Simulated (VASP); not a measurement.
Pt: relaxation of cell and atoms with PBE

The system is Pt.

```xyz
1
Lattice="0.0000 1.9609 1.9609 1.9609 0.0000 1.9609 1.9609 1.9609 0.0000" Properties=species:S:1:pos:R:3 pbc="T T T"
Pt    0.0000    0.0000    0.0000
```

```yaml
Program: VASP 6.6.1
Task: relaxation of cell and atoms
Functional: PBE
Potentials_or_basis: VASP PAW PBE potentials, release 64 (Pt)
Cutoff: 600 eV
k_mesh: 16 × 16 × 16
Occupations: methfessel-paxton, width 0.1 eV
Spin: no spin polarisation
Further_INCAR_settings: ALGO = Normal; EDIFF = 1e-06; IBRION = 2; EDIFFG = -0.01; NSW = 90; ISIF = 3
```

* Relaxed volume: 15.61 Å³/atom
* Relaxed cell: a = 2.805 Å, b = 2.805 Å, c = 2.805 Å, α = 60.00°, β = 60.00°, γ = 60.00°
* Space group after relaxing (to 0.05 Å): Fm-3m (No. 225)
* Energy gained by relaxing: 14.9 meV/atom
* Ionic steps: 4
* Pressure after relaxing: 0.0 GPa
* Band gap on the k mesh: none (metal or under the smearing width)

The path:
| step | energy change (eV) | largest force (eV/Å) | pressure (GPa) | volume (Å³) |
| --- | --- | --- | --- | --- |
| 1 | 0.0000 | 0.0000 | 9.45 | 15.08 |
| 2 | 0.0775 | 0.0000 | -17.81 | 17.10 |
| 3 | -0.0149 | 0.0000 | -0.29 | 15.62 |
| 4 | -0.0149 | 0.0000 | -0.04 | 15.61 |

Final structure:
```cif
data_structure
_symmetry_space_group_name_H-M 'P 1'
_symmetry_Int_Tables_number 1
_cell_length_a 2.8051
_cell_length_b 2.8051
_cell_length_c 2.8051
_cell_angle_alpha 60.000
_cell_angle_beta 60.000
_cell_angle_gamma 60.000
_cell_volume 15.61
loop_
_atom_site_label
_atom_site_type_symbol
_atom_site_fract_x
_atom_site_fract_y
_atom_site_fract_z
_atom_site_occupancy
Pt1 Pt 0.00000 0.00000 0.00000 1
```

Levels at points of the mesh, in eV from the Fermi level:
```tsv
k point	band 3	band 4	band 5	band 6	band 7	band 8
(0.00, 0.00, 0.00)	-3.56	-3.56	-1.52	-1.52	14.76	19.53
(0.50, 0.00, 0.00)	-3.62	-0.30	0.05	0.05	5.61	14.32
(0.50, 0.50, 0.00)	0.02	0.48	0.48	1.88	8.54	11.32
```

It took 30 s on 2 MPI ranks on Intel(R) Xeon(R) Platinum 8488C (Sapphire Rapids) (shared host), peak memory 0.16 GiB a rank.

Spin-orbit coupling is left out, which matters for the levels of Pt. PBE usually gives volumes a little too large and moduli too small.
